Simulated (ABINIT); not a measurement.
Crystal: CuO.

```
Cu O
1.0
     1.99097   -2.15355    0.00000
     1.99097    2.15355    0.00000
     0.00000    0.00000    5.15593
Cu O
2 2
Direct
  0.50000 0.00000 0.00000
  0.00000 0.50000 0.50000
  0.50000 0.50000 0.25000
  0.50000 0.50000 0.75000
```

Measurements of this composition are mostly on another form, of space group No. 15.

Base run:

```yaml
Program: ABINIT 10.8.3 (patched build)
Functional: PBEsol
Potentials_or_basis: PseudoDojo NC SR PBEsol v0.4.1 standard
Cutoff: 1143 eV
k_mesh: 7 × 7 × 4
Occupations: fermi-dirac, width 0.05 eV
Spin: no spin polarisation
```

Its results: band gap on the k mesh none (metal or under the smearing width); pressure -7.4 GPa.

Task: The run is repeated on the same cell with these changes: functional from PBEsol to LDA; potentials or basis from PseudoDojo NC SR PBEsol v0.4.1 standard to PseudoDojo NC SR LDA v0.4.1 standard; cutoff from 1143 eV to 1252 eV. What comes out?

Result: Band gap on the k mesh none (metal or under the smearing width); pressure -12.4 GPa.

Caveats: the run has no spin polarisation, though such a crystal can be magnetic; semilocal functionals often make such compounds metallic where correlation or magnetic order opens a gap, which also shifts bond lengths.

Not every run made on this cell is shown here.
